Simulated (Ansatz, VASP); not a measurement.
One calculation of Sb, two programs

```
Sb
1.0
     3.30920    0.00000    0.00000
    -1.65460    2.86585    0.00000
     0.00000    0.00000    5.39623
Sb
2
Direct
  0.66667 0.33333 0.75000
  0.33333 0.66667 0.25000
```

Change from the starting cell: volume scaled by 0.96.

Alike in both runs: task single point; functional PBEsol; k mesh 9 × 9 × 5; occupations fermi-dirac, width 0.05 eV; no spin polarisation.

|  | VASP | Ansatz |
| --- | --- | --- |
| version | VASP 6.6.1 | Ansatz 0.2.0 |
| potentials or method | VASP PAW PBE potentials, release 64 (Sb) | Ansatz PAW |
| plane-wave cutoff (eV) | 520 | 420 |
| valence electrons in the cell | 10 | 30 |

Ansatz gave:

* gap on the k mesh at the Fermi level (eV): none
* pressure (GPa): 1.1

Q: What did VASP give for the same quantities?

A: gap on the k mesh at the Fermi level (eV): none; pressure (GPa): 1.0.

A gap of «none» marks a metal or a gap that the smearing closes. The functional is the same, so the differences come from potentials, cutoffs and numerics. The two sets of potentials don't hold the same shells in valence.

Caveats: the PAW data sets were made with another functional, which shifts forces and pressure a little (VASP); the PAW data sets come from PBE, with cores solved anew for the run's functional, which leaves a small shift of forces and pressure (Ansatz). Spin-orbit coupling is left out, which matters for the levels of Sb.
